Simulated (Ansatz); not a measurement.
## Molecular dynamics of Tl

Input:

```yaml
crystal:
  lattice:
    - [10.715068, 0.0, 0.0]
    - [-5.357534, 9.279521, 0.0]
    - [0.0, 0.0, 11.422262]
  atoms:
    - { symbol: Tl, position: [-0.06415368, 0.0125897, 0.07005226] }
    - { symbol: Tl, position: [0.17040797, 0.24598744, 0.30318708] }
    - { symbol: Tl, position: [0.03506797, 0.00264018, 0.46823845] }
    - { symbol: Tl, position: [0.0793598, 0.09926997, 0.77256651] }
    - { symbol: Tl, position: [0.05217893, 0.34970072, 0.03390257] }
    - { symbol: Tl, position: [0.16320057, 0.52715958, 0.2762359] }
    - { symbol: Tl, position: [0.02803644, 0.33853412, 0.51556379] }
    - { symbol: Tl, position: [0.06838605, 0.55924324, 0.77440851] }
    - { symbol: Tl, position: [0.01683069, 0.73619067, -0.03233301] }
    - { symbol: Tl, position: [0.04760366, 0.84680261, 0.25542682] }
    - { symbol: Tl, position: [0.00368906, 0.65371249, 0.49847609] }
    - { symbol: Tl, position: [0.07121569, 0.84542737, 0.67273209] }
    - { symbol: Tl, position: [0.31097435, 0.00292529, 0.07676337] }
    - { symbol: Tl, position: [0.46552754, 0.18883211, 0.31743061] }
    - { symbol: Tl, position: [0.31723826, 0.00686446, 0.53106092] }
    - { symbol: Tl, position: [0.46217943, 0.30435894, 0.80705818] }
    - { symbol: Tl, position: [0.33682444, 0.40994332, -0.02968227] }
    - { symbol: Tl, position: [0.48973516, 0.51168151, 0.32984841] }
    - { symbol: Tl, position: [0.30128589, 0.31214297, 0.57062385] }
    - { symbol: Tl, position: [0.47759097, 0.59119099, 0.67713265] }
    - { symbol: Tl, position: [0.20299045, 0.62720615, 0.02654466] }
    - { symbol: Tl, position: [0.45492519, 0.86489983, 0.28256252] }
    - { symbol: Tl, position: [0.30663153, 0.63498473, 0.50128607] }
    - { symbol: Tl, position: [0.43439895, 0.88197956, 0.72828997] }
    - { symbol: Tl, position: [0.54389367, -0.1730294, 0.02547265] }
    - { symbol: Tl, position: [0.7058854, 0.11581139, 0.1467404] }
    - { symbol: Tl, position: [0.72678445, 0.03775087, 0.56403864] }
    - { symbol: Tl, position: [0.69000923, 0.21169892, 0.7522646] }
    - { symbol: Tl, position: [0.76257264, 0.35563131, 0.00318379] }
    - { symbol: Tl, position: [0.84421643, 0.53841841, 0.23176784] }
    - { symbol: Tl, position: [0.66233452, 0.40899495, 0.51667227] }
    - { symbol: Tl, position: [0.73912847, 0.62907267, 0.80930215] }
    - { symbol: Tl, position: [0.63319015, 0.60958806, 0.06778525] }
    - { symbol: Tl, position: [0.79721101, 0.96064507, 0.30457577] }
    - { symbol: Tl, position: [0.69879796, 0.72317683, 0.49014401] }
    - { symbol: Tl, position: [0.76057972, 0.96456922, 0.83388731] }
basis:
  ecutwfc: 420.0
kpoints:
  mp_grid: { grid: [1, 1, 1] }
hamiltonian:
  xc: pbe
scf:
  occupations: { method: fermi_dirac, width: 0.11 }
  lower_state_search: "off"
md:
  timestep: 3
  n_steps: 400
  ensemble: nvt_langevin
  temperature: 1040.0
  initial_velocities: maxwell_boltzmann
  seed: 484793
  friction: 0.02
  temperature_schedule:
    - { n_steps: 300, end_temperature: 300.0 }
    - { n_steps: 100, end_temperature: 300.0 }
```

Command:

```bash
$ ansatz run input.yaml --threads 4 --pin off --max-ram 10240MiB --backend cpu --events-out ev --progress --plain --runs-dir out
```

It goes on from the last frame of an earlier run, with new velocities.

Output, in part (step lines):

```
md step     0: t =     0.00 fs  T =  1011.1 K (target 1040.0 K)  F+E_penalty+E_count = -411979.75276980 eV  E_kin = 4.705064 eV  (10 SCF iters)
md step     1: t =     3.00 fs  T =   955.3 K (target 1038.8 K)  F+E_penalty+E_count = -411979.76410665 eV  E_kin = 4.445125 eV  (7 SCF iters)
md step     2: t =     6.00 fs  T =   985.6 K (target 1036.3 K)  F+E_penalty+E_count = -411979.77484741 eV  E_kin = 4.586377 eV  (7 SCF iters)
md step     3: t =     9.00 fs  T =   894.5 K (target 1033.8 K)  F+E_penalty+E_count = -411979.79272539 eV  E_kin = 4.162588 eV  (7 SCF iters)
md step     4: t =    12.00 fs  T =   864.8 K (target 1031.4 K)  F+E_penalty+E_count = -411979.81063037 eV  E_kin = 4.024135 eV  (7 SCF iters)
md step     5: t =    15.00 fs  T =   938.0 K (target 1028.9 K)  F+E_penalty+E_count = -411979.83810249 eV  E_kin = 4.364712 eV  (6 SCF iters)
md step     6: t =    18.00 fs  T =   891.0 K (target 1026.4 K)  F+E_penalty+E_count = -411979.87478403 eV  E_kin = 4.146098 eV  (6 SCF iters)
md step     7: t =    21.00 fs  T =   974.3 K (target 1024.0 K)  F+E_penalty+E_count = -411979.90240488 eV  E_kin = 4.533636 eV  (6 SCF iters)
[... lines left out ...]
```

The steps, from the saved trajectory:

| time (fs) | T (K) | potential energy less start (eV) |
| --- | --- | --- |
| 0 | 1011 | 0.000 |
| 39 | 1074 | -0.503 |
| 78 | 1029 | -0.982 |
| 117 | 996 | -1.163 |
| 156 | 968 | -1.111 |
| 195 | 956 | -1.274 |
| 234 | 772 | -1.404 |
| 273 | 879 | -1.543 |
| 312 | 832 | -2.017 |
| 351 | 785 | -2.493 |
| 390 | 665 | -2.963 |
| 429 | 795 | -3.206 |
| 468 | 959 | -3.395 |
| 507 | 812 | -3.292 |
| 546 | 691 | -3.438 |
| 585 | 557 | -3.751 |
| 624 | 484 | -3.832 |
| 663 | 665 | -4.010 |
| 702 | 525 | -3.846 |
| 741 | 513 | -3.988 |
| 780 | 518 | -4.452 |
| 819 | 495 | -4.870 |
| 858 | 384 | -4.966 |
| 897 | 331 | -5.115 |
| 936 | 319 | -5.175 |
| 975 | 320 | -5.291 |
| 1014 | 290 | -5.435 |
| 1053 | 315 | -5.518 |
| 1092 | 301 | -5.595 |
| 1131 | 353 | -5.613 |
| 1170 | 386 | -5.654 |

All steps were run. The schedule's set-point averaged 362 K over the second half and the system 409 K. A run of 1.2 ps of so small a system gives no equilibrium averages. Limits of this set-up: coarse k mesh.

Mean squared displacements from the first frame to the last, about the centre of mass: Tl 0.48 Å².

Last frame:

```xyz
36
Lattice="10.7151 0.0000 0.0000 -5.3575 9.2795 0.0000 0.0000 0.0000 11.4223" Properties=species:S:1:pos:R:3
Tl -1.547 -0.109 0.814
Tl 0.847 2.101 3.108
Tl 0.535 0.072 5.444
Tl 0.361 1.452 9.467
Tl -1.633 2.948 0.769
Tl -1.238 5.043 2.993
Tl -2.073 2.960 5.386
Tl -2.326 4.432 8.199
Tl -4.335 7.364 -0.334
Tl -4.801 7.604 2.880
Tl -3.660 5.788 5.220
Tl -3.323 7.815 7.749
Tl 3.203 -0.059 1.083
Tl 3.909 2.355 3.232
Tl 4.028 0.753 6.802
Tl 3.752 2.991 9.787
Tl 1.143 4.332 -0.220
Tl 1.980 5.088 4.389
Tl 1.379 2.736 6.610
Tl 2.023 5.429 7.904
Tl -1.450 6.179 -0.022
Tl 0.856 7.373 2.892
Tl -0.432 6.106 5.922
Tl -0.178 7.537 8.690
Tl 6.451 -1.443 -0.085
Tl 6.365 1.323 1.316
Tl 8.113 0.251 6.851
Tl 6.221 2.316 8.143
Tl 6.799 4.179 -0.738
Tl 6.297 4.438 2.265
Tl 4.708 4.031 5.846
Tl 5.120 5.965 8.509
Tl 3.697 5.830 0.902
Tl 2.870 9.530 3.876
Tl 3.910 7.062 5.545
Tl 3.357 8.387 9.386
```

Run time: 17 min on 4 threads of Intel(R) Xeon(R) 6975P-C (Granite Rapids) (shared host), peak memory 1.4 GiB.
